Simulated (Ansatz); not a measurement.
The system is Si2Ni.

```
Ni Si
1.0
     0.00000    2.70300    2.70300
     2.70300    0.00000    2.70300
     2.70300    2.70300    0.00000
Ni Si
1 2
Direct
  0.00000 0.00000 0.00000
  0.75000 0.75000 0.75000
  0.25000 0.25000 0.25000
```

Base run:

| Item | Value |
| --- | --- |
| Program | Ansatz 0.2.0 |
| Functional | LDA |
| Potentials or basis | all-electron LAPW, scalar-relativistic |
| Cutoff | 269 eV |
| Density cutoff | 1077 eV |
| Basis error allowed | 0.002 eV/atom |
| k mesh | 9 × 9 × 9 |
| Occupations | fermi-dirac, width 0.05 eV |
| Spin | collinear spin, ferromagnetic start |
| Starting moments | [1.0, 0.0, 0.0] μB |

Its results: pressure -4.3 GPa; net moment 0.00 μB per cell.

Task: The run is repeated on the same cell with these changes: functional from LDA to PBEsol. What comes out?

Result: Pressure -0.9 GPa; net moment 0.00 μB per cell.

PBEsol binds less tightly than LDA, so the same cell stands under more pressure.

Not every run made on this cell is shown here.
